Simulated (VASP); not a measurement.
# PbS: convergence, self-consistent run

PbS, R3m (no. 160), 2 atoms in the cell. AM05; PAW potentials Pb_d, S (PBE set). VASP 6.6.1.

Wanted: energy within 0.2 meV/atom; levels at the zone centre within 0.003 eV.

What the run is for: comparing ways to start; Accuracy asked: tight.

Levels at the zone centre: counted from the valence top at that point.

POSCAR:
```
PbS
1.0
    2.1126617058      1.2197458045      3.4519162518
   -2.1126617058      1.2197458045      3.4519162518
    0.0000000000     -2.4394916091      3.4519162518
Pb S
1 1
Direct
    0.9805657800      0.9805657800      0.9805657800
    0.4750355500      0.4750355500      0.4750355500
```

## How the run starts (with a second run first, the time holds both)

| How the run starts (with a second run first, the time holds both) | Energy less reference (meV/atom) | Levels at the zone centre, largest deviation (eV) | Time (s) |
|---|---|---|---|
| from scratch: 13 SCF iterations | 0.00 | 0.0000 | 24 |
| density of a coarse mesh (ICHARG 1): 13 + 10 SCF iterations | 0.00 | 0.0001 | 30 |
| orbitals of a lower cutoff (ISTART 1): 13 + 6 SCF iterations | 0.00 | 0.0003 | 26 |
| orbitals of a loose run: 9 + 5 SCF iterations | 0.00 | 0.0001 | 21 |

Chosen: from scratch: 13 SCF iterations; no other choice that stays within half of the tolerance saves 30 % of the time.

The chosen settings are those of the reference run.

Values of the reference run: Levels at the zone centre: -0.0041, 0, 7.133 eV from the valence top at Gamma.

## The input

INCAR:
```
ALGO     = Normal         # electronic algorithm
EDIFF    = 1E-6           # SCF threshold, eV
EFERMI   = MIDGAP       
ENCUT    = 400            # plane-wave cutoff, eV
GGA      = AM             # functional
GGA_COMPAT= False        
ISIF     = 2              # what is computed and relaxed
ISMEAR   = 0              # smearing method
LASPH    = True           # aspherical terms in the spheres
LCHARG   = False          # write CHGCAR
LREAL    = False          # projectors in reciprocal space
LWAVE    = False          # write WAVECAR
NELM     = 120            # most SCF steps
PREC     = Accurate       # precision mode
SIGMA    = 0.03           # smearing width, eV
```

KPOINTS:
```
k-points
0
Gamma
  7 7 7
```

Commands:
```
cat potpaw_PBE.64/Pb_d/POTCAR potpaw_PBE.64/S/POTCAR > POTCAR
mpirun -np 1 vasp_std > vasp.out
```

The chosen input took VASP 6.6.1 24 s on 1 core (Intel Xeon Platinum 8259CL @ 2.50GHz (Skylake/Cascade Lake)), a shared host.

## An input that fails: restart asked without its files

VASP's message: ERROR: charge density could not be read from file CHGCAR for ICHARG>10.

Changes against the starting input:
```
- NELM = 120
+ NELM = 60
+ ICHARG = 11
```
